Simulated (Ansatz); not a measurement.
Wanted: the native input for an Ansatz 0.2.0 run.

```
Task                : relaxation of the atoms
Functional          : RPBE
Potentials or basis : all-electron LAPW, scalar-relativistic
Basis error allowed : 0.002 eV/atom
k mesh              : 6 × 6 × 6
Occupations         : fermi-dirac, width 0.1 eV
Spin                : collinear spin, random start
Starting moments    : [0.575, 0.425] μB
Fixed moment        : 1 μB
```

Crystal: Si.

```
CELL_PARAMETERS angstrom
0.00000 2.72185 2.72185
2.72185 0.00000 2.72185
2.72185 2.72185 0.00000
ATOMIC_POSITIONS crystal
Si 0.50001 0.51961 0.48574
Si 0.76018 0.74979 0.74635
```

The cell isn't the ideal one: atoms moved at random, drawn with an rms of 0.15 Å.

One way to write it, as run:

input.yaml

```yaml
crystal:
  lattice:
    - [0.0, 2.7218511865, 2.7218511865]
    - [2.7218511865, 0.0, 2.7218511865]
    - [2.7218511865, 2.7218511865, 0.0]
  atoms:
    - { symbol: Si, position: [0.50001, 0.519607, 0.485737], spin: 0.575 }
    - { symbol: Si, position: [0.760181, 0.749794, 0.746353], spin: 0.425 }
kpoints:
  mp_grid: { grid: [6, 6, 6] }
scf:
  occupations: { method: fermi_dirac, width: 0.1 }
hamiltonian:
  xc: rpbe
  pseudopotentials: { kind: all_electron, lapw: { basis_error: 0.002 } }
magnetization:
  spin_polarized: true
  initial_magnetization: 1.0
  spin_locking: { lock_magnetization: hard }
output:
  forces: true
  stress: true
relax:
  f_tol: 0.01
  max_steps: 60
```

Potentials or basis: all-electron LAPW, scalar-relativistic.

Run with:

```console
$ ansatz run input.yaml --threads 1 --pin off --max-ram 2560MiB --backend cpu --events-out ev --progress --plain --runs-dir out
```

Results of the run:

The energy gained by relaxing is 8.0 meV/atom, the ionic steps are 4 and the pressure after relaxing is 4.0 GPa. The largest force after relaxing is 0.006 eV/Å and the absolute moment is 1.00 μB per cell. The site moments are Si +0.23 μB.

Caveat: the total moment is fixed, so each spin has its own Fermi level.

It took 82 s on 1 thread of Arm Neoverse V2 (shared host), peak memory 0.39 GiB.
